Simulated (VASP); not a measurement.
A run of VASP 6.6.1 is set up as follows.

INCAR

```
  ALGO = Normal
  EDIFF = 1E-6
  ENCUT = 520
  GGA = PE
  GGA_COMPAT = False
  ISIF = 2
  ISMEAR = 0
  LASPH = True
  LCHARG = True
  LNONCOLLINEAR = True
  LORBIT = 11
  LREAL = False
  LSORBIT = True
  LVHAR = True
  LWAVE = False
  MAGMOM = 0 0 0 0 0 0
  NBANDS = 32
  NELM = 80
  PREC = Accurate
  SIGMA = 0.02
```

File KPOINTS:

```
k-points
0
Gamma
  8 8 8
```

POSCAR

```
PbSe
1.0
    0.0000000000      3.0467620519      3.0467620519
    3.0467620519      0.0000000000      3.0467620519
    3.0467620519      3.0467620519      0.0000000000
Pb Se
1 1
Direct
    0.0000000000      0.0000000000      0.0000000000
    0.5000000000      0.5000000000      0.5000000000
```

Potentials or basis: VASP PAW PBE potentials, release 64 (Pb_d, Se).

Run with:

```bash
$ cat potpaw_PBE.64/Pb_d/POTCAR potpaw_PBE.64/Se/POTCAR > POTCAR
$ mpirun -np 1 vasp_ncl > vasp.out
```

(1) Estimate the pressure.

(2) Predict the net moment.

Answers

(1) 2.8 GPa.

(2) 0.00 μB per cell.
